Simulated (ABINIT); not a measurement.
# MgSi (P4/mmm) in ABINIT: single point with LDA

Aim: the single point of MgSi with LDA.

Program: ABINIT 10.8.3 (patched build). These are calculated values, not measurements. Logs are shortened: lines on timing, memory, paths and dates and some standing lists are left out, and cuts for length are marked. The log counts tension as positive stress, the text compression.

## (1) Starting point

It takes space group P4/mmm (No. 123, tetragonal). The conventional cell has a = 2.908 Å, b = 2.908 Å, c = 4.103 Å, α = 90.00°, β = 90.00°, γ = 90.00°. Si (site symmetry 4/mmm) is surrounded by 8 Mg at 2.90 Å and 4 Si at 2.91 Å. Mg (site symmetry 4/mmm) has 8 Si at 2.90 Å and 4 Mg at 2.91 Å as nearest neighbours.

The cell comes from a database or a generator and needn't be the stable form of this composition.

## (2) Single point, LDA

run.abi

```
# Pseudopotentials
pp_dirpath "./"
pseudos "Si.upf, Mg.upf"

# Structure
acell 3*1.0 Angstrom
rprim
     2.9083940000     0.0000000000     0.0000000000
     0.0000000000     2.9083940000     0.0000000000
     0.0000000000     0.0000000000     4.1034270000
ntypat 2
znucl 14 12
natom 2
typat 1 2
xred
     0.5000000000     0.5000000000     0.5000000000
     0.0000000000     0.0000000000     0.0000000000

# Plane-wave basis
ecut 38.0

# k points
kptopt 1
ngkpt 7 7 5
nshiftk 1
shiftk 0.0 0.0 0.0

# Exchange and correlation
ixc 7

# Bands and occupations
nband 11
occopt 3
tsmear 0.00183747

# SCF cycle
nstep 100
tolvrs 1.0e-10

# Output
iomode 3
prtwf 0
prtden 0
prteig 0
prtebands 0
enunit 2
```

Potentials or basis: PseudoDojo NC SR LDA v0.4 stringent.

Launch:

```sh
> abinit run.abi > log 2>&1
```

run.abo:

```text
.Version 10.8.3 of ABINIT
 Symmetries : space group P4/m m m (#123); Bravais tP (primitive tetrag.)
================================================================================
 Values of the parameters that define the memory need of the present run
     intxc =       0    ionmov =       0      iscf =       7    lmnmax =       6
     lnmax =       6     mgfft =      45  mpssoang =       3    mqgrid =    3001
     natom =       2  nloc_mem =       1    nspden =       1   nspinor =       1
    nsppol =       1      nsym =      16    n1xccc =    2501    ntypat =       2
    occopt =       3   xclevel =       1
       mpw =        2638          nfft =       46080          nkpt =          30
================================================================================
================================================================================

--------------------------------------------------------------------------------
------------- Echo of variables that govern the present computation ------------
--------------------------------------------------------------------------------
 -outvars: echo values of preprocessed input variables --------
            acell      1.8897261259E+00  1.8897261259E+00  1.8897261259E+00 Bohr
              amu      2.80855000E+01  2.43050000E+01
             ecut      3.80000000E+01 Hartree
           enunit           2
              ixc           7
         kptrlatt        7    0    0      0    7    0      0    0    5
          kptrlen      3.84724769E+01
            natom           2
            nband          11
            ngfft          32      32      45
             nkpt          30
            nstep         100
             nsym          16
           ntypat           2
           occopt           3
           prtden           0
        prtebands           0
           prteig           0
            prtwf           0
            rprim      2.9083940000E+00  0.0000000000E+00  0.0000000000E+00
                       0.0000000000E+00  2.9083940000E+00  0.0000000000E+00
                       0.0000000000E+00  0.0000000000E+00  4.1034270000E+00
          spgroup         123
           tolvrs      1.00000000E-10
           tsmear      1.83747000E-03 Hartree
            typat      1  2
           xangst      1.4541970000E+00  1.4541970000E+00  2.0517135000E+00
                       0.0000000000E+00  0.0000000000E+00  0.0000000000E+00
            xcart      2.7480340631E+00  2.7480340631E+00  3.8771766038E+00
                       0.0000000000E+00  0.0000000000E+00  0.0000000000E+00
             xred      5.0000000000E-01  5.0000000000E-01  5.0000000000E-01
                       0.0000000000E+00  0.0000000000E+00  0.0000000000E+00
            znucl       14.00000   12.00000

================================================================================

 chkinp: Checking input parameters for consistency.

================================================================================
== DATASET  1 ==================================================================

--- !DatasetInfo
iteration_state: {dtset: 1, }
dimensions: {natom: 2, nkpt: 30, mband: 11, nsppol: 1, nspinor: 1, nspden: 1, mpw: 2638, }
cutoff_energies: {ecut:  38.0, pawecutdg:  -1.0, }
electrons: {nelect:   1.40000000E+01, charge:   0.00000000E+00, occopt:   3.00000000E+00, tsmear:   1.83747000E-03, }
meta: {optdriver: 0, ionmov: 0, optcell: 0, iscf: 7, paral_kgb: 0, }
...

 Exchange-correlation functional for the present dataset will be:
  LDA: Perdew-Wang 92 LSD fit to Ceperley-Alder data - ixc=7
  J.P.Perdew and Y.Wang, PRB 45, 13244 (1992)

 Real(R)+Recip(G) space primitive vectors, cartesian coordinates (Bohr,Bohr^-1):
 R(1)=  5.4960681  0.0000000  0.0000000  G(1)=  0.1819483  0.0000000  0.0000000
 R(2)=  0.0000000  5.4960681  0.0000000  G(2)=  0.0000000  0.1819483  0.0000000
 R(3)=  0.0000000  0.0000000  7.7543532  G(3)=  0.0000000  0.0000000  0.1289598
 Unit cell volume ucvol=  2.3423392E+02 bohr^3
 Angles (23,13,12)=  9.00000000E+01  9.00000000E+01  9.00000000E+01 degrees

 getcut: wavevector=  0.0000  0.0000  0.0000  ngfft=  32  32  45
         ecut(hartree)=     38.000   => boxcut(ratio)=   2.04480

--- Pseudopotential description ------------------------------------------------
- pspini: atom type   1  psp file is ./Si.upf
12 -1012 2 -1 1510                            pspcod,pspxc,lmax,lloc,mmax
     nproj     2     2     2

- pspini: atom type   2  psp file is ./Mg.upf
12 -1012 1 -1 1510                            pspcod,pspxc,lmax,lloc,mmax
     nproj     2     2     0

   2.22676506E+02                                ecore*ucvol(ha*bohr**3)
--------------------------------------------------------------------------------

================================================================================

--- !BeginCycle
iteration_state: {dtset: 1, }
solver: {iscf: 7, nstep: 100, nline: 4, wfoptalg: 0, }
tolerances: {tolvrs: 1.00E-10, }
...

     iter   Etot(hartree)      deltaE(h)  residm     vres2
 ETOT  1  -63.510395465811    -6.351E+01 1.116E-01 3.377E+01
 ETOT  2  -63.538649478962    -2.825E-02 1.438E-03 3.306E-01
 ETOT  3  -63.538689409736    -3.993E-05 2.065E-04 1.033E-02
 ETOT  4  -63.538691295223    -1.885E-06 2.386E-04 1.657E-03
 ETOT  5  -63.538691623705    -3.285E-07 1.577E-04 2.915E-05
 ETOT  6  -63.538691632764    -9.059E-09 2.295E-04 2.032E-07
 ETOT  7  -63.538691632785    -2.042E-11 1.496E-04 4.561E-10
 ETOT  8  -63.538691632785     1.279E-13 1.901E-04 3.893E-12

 At SCF step    8       vres2   =  3.89E-12 < tolvrs=  1.00E-10 =>converged.

 Cartesian components of stress tensor (hartree/bohr^3)
  sigma(1 1)=  1.76797894E-04  sigma(3 2)=  0.00000000E+00
  sigma(2 2)=  1.76797894E-04  sigma(3 1)=  0.00000000E+00
  sigma(3 3)=  8.74043450E-05  sigma(2 1)=  0.00000000E+00

--- !ResultsGS
iteration_state: {dtset: 1, }
comment   : Summary of ground state results
lattice_vectors:
- [  5.4960681,   0.0000000,   0.0000000, ]
- [  0.0000000,   5.4960681,   0.0000000, ]
- [  0.0000000,   0.0000000,   7.7543532, ]
lattice_lengths: [   5.49607,    5.49607,    7.75435, ]
lattice_angles: [ 90.000,  90.000,  90.000, ] # degrees, (23, 13, 12)
lattice_volume:   2.3423392E+02
convergence: {deltae:  1.279E-13, res2:  3.893E-12, residm:  1.901E-04, diffor: null, }
etotal    :  -6.35386916E+01
entropy   :   0.00000000E+00
fermie    :   2.29303927E-01
cartesian_stress_tensor: # hartree/bohr^3
- [  1.76797894E-04,   0.00000000E+00,   0.00000000E+00, ]
- [  0.00000000E+00,   1.76797894E-04,   0.00000000E+00, ]
- [  0.00000000E+00,   0.00000000E+00,   8.74043450E-05, ]
pressure_GPa:  -4.3249E+00
xred      :
- [  5.0000E-01,   5.0000E-01,   5.0000E-01, Si]
- [  0.0000E+00,   0.0000E+00,   0.0000E+00, Mg]
cartesian_forces: # hartree/bohr
- [ -0.00000000E+00,  -0.00000000E+00,  -0.00000000E+00, ]
- [ -0.00000000E+00,  -0.00000000E+00,  -0.00000000E+00, ]
force_length_stats: {min:   0.00000000E+00, max:   0.00000000E+00, mean:   0.00000000E+00, }
...

 Integrated electronic density in atomic spheres:
 ------------------------------------------------
 Atom  Sphere_radius  Integrated_density
    1        2.00000          1.63925209
    2        2.00000          8.34203729
================================================================================

 ----iterations are completed or convergence reached----

 Mean square residual over all n,k,spin=   80.290E-08; max=  19.008E-05
 reduced coordinates (array xred) for    2 atoms
       0.500000000000      0.500000000000      0.500000000000
       0.000000000000      0.000000000000      0.000000000000
 rms dE/dt=  0.0000E+00; max dE/dt=  0.0000E+00; dE/dt below (all hartree)
    1       0.000000000000      0.000000000000      0.000000000000
    2       0.000000000000      0.000000000000      0.000000000000

 cartesian coordinates (angstrom) at end:
    1      1.45419700000000     1.45419700000000     2.05171350000000
    2      0.00000000000000     0.00000000000000     0.00000000000000

 cartesian forces (hartree/bohr) at end:
    1     -0.00000000000000    -0.00000000000000    -0.00000000000000
    2     -0.00000000000000    -0.00000000000000    -0.00000000000000
 frms,max,avg= 0.0000000E+00 0.0000000E+00   0.000E+00  0.000E+00  0.000E+00 h/b

 cartesian forces (eV/Angstrom) at end:
    1     -0.00000000000000    -0.00000000000000    -0.00000000000000
    2     -0.00000000000000    -0.00000000000000    -0.00000000000000
 frms,max,avg= 0.0000000E+00 0.0000000E+00   0.000E+00  0.000E+00  0.000E+00 e/A
 length scales=  1.889726125908  1.889726125908  1.889726125908 bohr
              =  1.000000000000  1.000000000000  1.000000000000 angstroms
 Fermi (or HOMO) energy (hartree) =   0.22930   Average Vxc (hartree)=  -0.37331
 Eigenvalues (hartree) for nkpt=  30  k points:
 kpt#   1, nband= 11, wtk=  0.00408, kpt=  0.0000  0.0000  0.0000 (reduced coord)
  -2.54149   -1.34417   -1.34416   -1.34416   -0.18258    0.12770    0.19450    0.38743
   0.38743    0.43217    0.53395
      occupation numbers for kpt#   1
   2.00000    2.00000    2.00000    2.00000    2.00000    2.00000    2.00000    0.00000
   0.00000    0.00000    0.00000
 prteigrs : prtvol=0 or 1, do not print more k-points.

 Fermi (or HOMO) energy (eV) =   6.23968   Average Vxc (eV)= -10.15826
 Eigenvalues (   eV  ) for nkpt=  30  k points:
 kpt#   1, nband= 11, wtk=  0.00408, kpt=  0.0000  0.0000  0.0000 (reduced coord)
 -69.15752  -36.57685  -36.57637  -36.57637   -4.96813    3.47477    5.29259   10.54255
  10.54255   11.75981   14.52950
 prteigrs : prtvol=0 or 1, do not print more k-points.

--- !EnergyTerms
iteration_state     : {dtset: 1, }
comment             : Components of total free energy in Hartree
kinetic             :  3.53265906436136E+01
hartree             :  2.26560156126761E+01
xc                  : -9.24611249955383E+00
Ewald energy        : -3.15444732161606E+01
psp_core            :  9.50658652648808E-01
local_psp           : -6.41633077093701E+01
non_local_psp       : -1.75179175250209E+01
internal            : -6.35385460411670E+01
'-kT*entropy'       : -1.45591617622545E-04
total_energy        : -6.35386916327846E+01
total_energy_eV     : -1.72897587958398E+03
band_energy         : -1.27823490076269E+01
...

 Cartesian components of stress tensor (hartree/bohr^3)
  sigma(1 1)=  1.76797894E-04  sigma(3 2)=  0.00000000E+00
  sigma(2 2)=  1.76797894E-04  sigma(3 1)=  0.00000000E+00
  sigma(3 3)=  8.74043450E-05  sigma(2 1)=  0.00000000E+00

-Cartesian components of stress tensor (GPa)         [Pressure= -4.3249E+00 GPa]
- sigma(1 1)=  5.20157363E+00  sigma(3 2)=  0.00000000E+00
- sigma(2 2)=  5.20157363E+00  sigma(3 1)=  0.00000000E+00
- sigma(3 3)=  2.57152461E+00  sigma(2 1)=  0.00000000E+00

== END DATASET(S) ==============================================================
================================================================================

 -outvars: echo values of variables after computation  --------
            acell      1.8897261259E+00  1.8897261259E+00  1.8897261259E+00 Bohr
           etotal     -6.3538691633E+01
            fcart     -0.0000000000E+00 -0.0000000000E+00 -0.0000000000E+00
                      -0.0000000000E+00 -0.0000000000E+00 -0.0000000000E+00
            rprim      2.9083940000E+00  0.0000000000E+00  0.0000000000E+00
                       0.0000000000E+00  2.9083940000E+00  0.0000000000E+00
                       0.0000000000E+00  0.0000000000E+00  4.1034270000E+00
           strten      1.7679789421E-04  1.7679789421E-04  8.7404345011E-05
                       0.0000000000E+00  0.0000000000E+00  0.0000000000E+00
           xangst      1.4541970000E+00  1.4541970000E+00  2.0517135000E+00
                       0.0000000000E+00  0.0000000000E+00  0.0000000000E+00
             xred      5.0000000000E-01  5.0000000000E-01  5.0000000000E-01
                       0.0000000000E+00  0.0000000000E+00  0.0000000000E+00
 Calculation completed.
```

It took 19 s on 1 thread of Arm Neoverse V1, shared host; peak memory 0.07 GiB.

Results:

- Free energy: -1728.9759 eV
- Pressure: -4.3 GPa
- Band gap on the k mesh: none (metal or under the smearing width)
- Valence electrons inside the program's atomic spheres: Si 1.64; Mg 8.34

Stress tensor (GPa, compression positive):
```
-5.20  0.00  0.00
 0.00 -5.20  0.00
 0.00  0.00 -2.57
```
